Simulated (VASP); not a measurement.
# TiAl3 (I4/mmm) in VASP: settings compared, part 2 of 2

VASP 6.6.1. The steps go on from the part before.

### 4 Relaxation of cell and atoms, PBE

Contents of INCAR:

```
SYSTEM = TiAl3
ALGO = Normal
EDIFF = 1E-6
EDIFFG = -0.01
ENCUT = 300
GGA = PE
IBRION = 2
ISIF = 3
ISMEAR = 1
LASPH = .TRUE.
LCHARG = .FALSE.
LREAL = .FALSE.
LWAVE = .FALSE.
NELM = 80
NSW = 90
PREC = Accurate
SIGMA = 0.1
```

Contents of KPOINTS:

```
k-points
0
G
  7 7 7
  0 0 0
```

Contents of POSCAR:

```
TiAl3
1.0
   -1.9111067713      1.9111067713      4.2806687947
    1.9111067713     -1.9111067713      4.2806687947
    1.9111067713      1.9111067713     -4.2806687947
Ti Al
1 3
Direct
    0.0000000000      0.0000000000      0.0000000000
    0.5000000000      0.5000000000      0.0000000000
    0.7500000000      0.2500000000      0.5000000000
    0.2500000000      0.7500000000      0.5000000000
```

Potentials or basis: VASP PAW PBE potentials, release 64 (Ti, Al).

On the command line:

```console
> cat potpaw_PBE.64/Ti/POTCAR potpaw_PBE.64/Al/POTCAR > POTCAR
> mpirun -np 1 vasp_std > vasp.out
```

OUTCAR:

```text
SYSTEM = TiAl3
   EDIFF = 1E-6
   EDIFFG = -0.01
   ENCUT = 300
   GGA = PE
   IBRION = 2
   ISIF = 3
   ISMEAR = 1
   LASPH = .TRUE.
   LREAL = .FALSE.
   NELM = 80
   NSW = 90
   PREC = Accurate

 ion  position               nearest neighbor table
   1  0.000  0.000  0.000-   2 2.70   2 2.70   2 2.70   2 2.70   4 2.87   3 2.87   4 2.87   4 2.87
                             3 2.87   3 2.87   4 2.87   3 2.87
   2  0.500  0.500  0.000-   1 2.70   1 2.70   1 2.70   1 2.70   4 2.87   3 2.87   4 2.87   3 2.87
                             4 2.87   4 2.87   3 2.87   3 2.87
   3  0.750  0.250  0.500-   4 2.70   4 2.70   4 2.70   4 2.70   2 2.87   1 2.87   2 2.87   1 2.87
                             2 2.87   2 2.87   1 2.87   1 2.87
   4  0.250  0.750  0.500-   3 2.70   3 2.70   3 2.70   3 2.70   2 2.87   1 2.87   2 2.87   2 2.87
                             1 2.87   1 2.87   2 2.87   1 2.87

  LATTYP: Found a body centered tetragonal cell.
 ALAT       =     3.8222135426
[... 364 lines left out ...]
      4       5.3690      2.00000
      5       5.5341      2.00000
      6       5.5341      2.00000
      7       7.5386     -0.00000
      8       8.4730     -0.00000
      9       8.4730     -0.00000
     10       8.9726      0.00000
[... 287 lines left out ...]
 k-point    24 :      -0.4286    0.4286    0.1429
  band No.  band energies     occupation
      1       0.4484      2.00000
      2       0.6336      2.00000
      3       1.9753      2.00000
      4       3.5214      2.00000
      5       5.3967      2.00000
      6       5.7241      2.00000
      7       5.9766      2.00000
      8       8.2595     -0.00000
      9       8.5469     -0.00000
     10       8.7612      0.00000

 [... further k-points ...]

------------------------ aborting loop because EDIFF is reached ----------------------------------------

  FORCE on cell =-STRESS in cart. coord.  units (eV):
  Direction    XX          YY          ZZ          XY          YZ          ZX
  --------------------------------------------------------------------------------------
  -------------------------------------------------------------------------------------
  Total       -0.0233005     -0.0233005      0.0083639      0.0000000      0.0000000      0.0000000
  in kB       -0.5873882     -0.5873882      0.2108476      0.0000000      0.0000000      0.0000000
  external PRESSURE =      -0.3213096 kB  Pullay stress =       0.0000000 kB
[... 19 lines left out ...]
  FREE ENERGIE OF THE ION-ELECTRON SYSTEM (eV)
  ---------------------------------------------------
  free  energy   TOTEN  =       -20.5766677900 eV

  energy  without entropy=      -20.5765964262  energy(sigma->0) =      -20.57664400

 reached required accuracy - stopping structural energy minimisation
```

It took 43 s on 1 thread of Intel Xeon Platinum 8259CL at 2.50GHz (Skylake/Cascade Lake), shared host; peak memory 0.17 GiB.

Results:

| Quantity | Value |
| --- | --- |
| Free energy | -20.5767 eV |
| Relaxed volume | 15.89 Å³/atom |
| Relaxed cell | a = 5.096 Å, b = 5.096 Å, c = 5.096 Å, α = 135.74°, β = 135.74°, γ = 64.38° |
| Space group after relaxing (to 0.05 Å) | I4/mmm (No. 139) |
| Energy gained by relaxing | 1.4 meV/atom |
| Ionic steps | 5 |
| Pressure after relaxing | 0.0 GPa |
| Band gap on the k mesh | none (metal or under the smearing width) |

Step by step:
```csv
step,energy change (eV),largest force (eV/Å),pressure (GPa),volume (Å³)
1,0.0000,0.0000,1.76,62.54
2,-0.0039,0.0000,-0.93,64.10
3,-0.0055,0.0000,-0.02,63.54
4,-0.0055,0.0000,-0.05,63.56
5,-0.0056,0.0000,-0.03,63.56
```

Final structure:
```
Ti Al
1.0
    -1.91944    1.91944    4.31261
     1.91944   -1.91944    4.31261
     1.91944    1.91944   -4.31261
Ti Al
1 3
Direct
  0.00000 0.00000 0.00000
  0.50000 0.50000 0.00000
  0.75000 0.25000 0.50000
  0.25000 0.75000 0.50000
```

### 5 Relaxation of cell and atoms, PBE

This run uses another cell than the first one, of 15.89 Å³/atom, 1.016 times its volume.

Edit INCAR of step 4 so:

```diff
@@ -2,4 +2,4 @@
 ALGO = Normal
-EDIFF = 1E-6
-EDIFFG = -0.01
+EDIFF = 1E-7
+EDIFFG = -0.005
 ENCUT = 300
```

KPOINTS is that of step 4.

Contents of POSCAR:

```
TiAl3                                   
1.0
   -1.9194440850      1.9194440850      4.3126139942
    1.9194440850     -1.9194440850      4.3126139942
    1.9194440850      1.9194440850     -4.3126139942
  Ti              Al            
     1     3
Direct
     1.0000000000000000    0.0000000000000000    1.0000000000000000
     0.5000000000000000    0.5000000000000000    1.0000000000000000
     0.7500000000000000    0.2500000000000000    0.5000000000000000
     0.2500000000000000    0.7500000000000000    0.5000000000000000
```

On the command line:

```console
> cat potpaw_PBE.64/Ti/POTCAR potpaw_PBE.64/Al/POTCAR > POTCAR
> mpirun -np 1 vasp_std > vasp.out
```

Wall time 26 s (1 thread of Intel Xeon Platinum 8259CL at 2.50GHz (Skylake/Cascade Lake), shared host); peak memory 0.17 GiB.

The run converged. Its results:

```yaml
Free_energy: -20.5777 eV
Relaxed_volume: 15.88 Å³/atom
Relaxed_cell: a = 5.096 Å, b = 5.096 Å, c = 5.096 Å, α = 135.76°, β = 135.76°, γ = 64.36°
Space_group_after_relaxing_to_0.05_Å: I4/mmm (No. 139)
Energy_gained_by_relaxing: 0.0 meV/atom
Ionic_steps: 2
Pressure_after_relaxing: 0.0 GPa
Band_gap_on_the_k_mesh: none (metal or under the smearing width)
```

Final structure:
```
Ti Al
1.0
    -1.91891    1.91891    4.31309
     1.91891   -1.91891    4.31309
     1.91891    1.91891   -4.31309
Ti Al
1 3
Direct
  0.00000 0.00000 0.00000
  0.50000 0.50000 0.00000
  0.75000 0.25000 0.50000
  0.25000 0.75000 0.50000
```

Levels at points of the mesh, in eV from the Fermi level:
| k point | band 2 | band 3 | band 4 | band 5 | band 6 | band 7 | band 8 | band 9 | band 10 |
| --- | --- | --- | --- | --- | --- | --- | --- | --- | --- |
| (0.00, 0.00, 0.00) | -2.86 | -2.62 | -1.37 | -1.20 | -1.20 | 0.81 | 1.74 | 1.74 | 2.24 |
